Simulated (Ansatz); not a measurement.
# Lu: levels along high-symmetry lines

```
Lu
1.0
     3.20283    0.00000    0.00000
     0.00000    3.20283    0.00000
     0.00000    0.00000    3.20283
Lu
1
Direct
  0.00000 0.00000 0.00000
```

Conventional cell: a = 3.203 Å, b = 3.203 Å, c = 3.203 Å, α = 90.00°, β = 90.00°, γ = 90.00°. Around Lu (atom 1) lie 6 Lu at 3.20 Å.

The structure comes from a relaxation in the same program, started in the sc type, and has space group Pm-3m. Whether it is a known phase or the ground state wasn't checked.

No spin–orbit coupling, which matters for the heavy atoms here.

Computed with DFT, PBE, all-electron LAPW, scalar-relativistic (Ansatz 0.2.0).

Numerical set-up: a Γ-centred 13×13×13 k mesh, Fermi–Dirac smearing of 0.03 eV, basis error target 0.25 meV/atom, no spin polarisation.

Points in fractions of the reciprocal vectors of this cell: Γ (0, 0, 0), X (0, 0.5, 0), M (0.5, 0.5, 0), R (0.5, 0.5, 0.5). The path joins them by straight lines in the order Γ–X–M–Γ–R–X–R–M; legs that retrace an earlier one aren't tabulated. Energies are in eV from the Fermi level.

(1) Metal or insulator at this level of theory?

(2) Tabulate bands 14 to 20, counted from the lowest band of the run, along the path.

Answers

(1) No gap opens: metallic or semimetallic.

(2) 
```
k (1/Å)  point  band 14  band 15  band 16  band 17  band 18  band 19  band 20
   0.00      Γ    -5.41    -5.41    -5.41    -5.38    -0.40    -0.40     6.00
   0.14           -5.41    -5.40    -5.40    -5.38    -0.37    -0.32     5.77
   0.28           -5.40    -5.40    -5.38    -5.24    -0.27    -0.11     5.22
   0.42           -5.39    -5.39    -5.38    -4.78    -0.13     0.13     4.60
   0.56           -5.38    -5.38    -5.38    -4.19     0.04     0.26     4.03
   0.70           -5.39    -5.37    -5.37    -3.55     0.13     0.20     3.59
   0.84           -5.39    -5.36    -5.36    -2.98    -0.20     0.32     3.32
   0.98      X    -5.39    -5.36    -5.36    -2.71    -0.40     0.37     3.22
   1.12           -5.39    -5.37    -5.36    -2.58    -0.46     0.45     3.19
   1.26           -5.39    -5.38    -5.36    -2.23    -0.65     0.71     3.11
   1.40           -5.40    -5.39    -5.36    -1.72    -0.92     1.15     3.07
   1.54           -5.40    -5.39    -5.36    -1.22    -1.16     1.75     3.09
   1.68           -5.40    -5.38    -5.36    -1.49    -0.66     2.44     3.15
   1.82           -5.41    -5.37    -5.36    -1.67    -0.33     3.01     3.21
   1.96      M    -5.41    -5.37    -5.35    -1.74    -0.20     3.23     3.23
   2.16           -5.41    -5.37    -5.36    -1.64    -0.42     2.97     3.01
   2.36           -5.40    -5.38    -5.36    -1.86    -0.49     2.32     2.59
   2.56           -5.39    -5.39    -5.37    -2.83     0.00     1.52     2.40
   2.75           -5.41    -5.39    -5.38    -3.92     0.15     0.75     3.03
   2.95           -5.42    -5.40    -5.38    -4.84    -0.08     0.13     4.30
   3.15           -5.41    -5.40    -5.40    -5.38    -0.31    -0.26     5.51
   3.35      Γ    -5.41    -5.41    -5.41    -5.38    -0.40    -0.40     6.00
   3.59           -5.41    -5.41    -5.38    -5.33    -0.23    -0.23     5.37
   3.83           -5.41    -5.41    -5.38    -4.43     0.26     0.26     4.07
   4.08           -5.42    -5.41    -5.39    -3.10     0.95     0.95     2.98
   4.32           -5.41    -5.41    -5.40    -1.72     1.14     1.14     2.77
   4.56           -5.40    -5.40    -5.39    -0.89     0.43     0.43     3.96
   4.81           -5.38    -5.38    -5.38    -0.53    -0.18    -0.18     5.87
   5.05      R    -5.38    -5.38    -5.38    -0.39    -0.39    -0.39     6.13
   5.25           -5.38    -5.38    -5.38    -0.50    -0.27    -0.21     5.91
   5.44           -5.40    -5.39    -5.38    -0.72     0.09     0.25     4.18
   5.64           -5.42    -5.39    -5.38    -0.88     0.35     0.67     2.96
   5.84           -5.41    -5.39    -5.38    -0.89    -0.62     1.41     1.85
   6.04           -5.40    -5.38    -5.37    -1.71    -0.74     1.04     2.22
   6.24           -5.39    -5.37    -5.36    -2.45    -0.51     0.54     2.93
   6.44      X    -5.39    -5.36    -5.36    -2.71    -0.40     0.37     3.22
   7.82      R    -5.38    -5.38    -5.38    -0.39    -0.39    -0.39     6.13
   7.96           -5.38    -5.38    -5.38    -0.48    -0.30    -0.30     6.01
   8.10           -5.39    -5.39    -5.38    -0.72    -0.01    -0.01     4.33
   8.24           -5.40    -5.40    -5.37    -1.02     0.45     0.45     2.80
   8.38           -5.40    -5.40    -5.37    -1.30     1.06     1.06     1.54
   8.52           -5.41    -5.38    -5.37    -1.54     0.59     1.80     1.80
   8.66           -5.41    -5.37    -5.36    -1.69     0.00     2.60     2.60
   8.80      M    -5.41    -5.37    -5.35    -1.74    -0.20     3.23     3.23
```
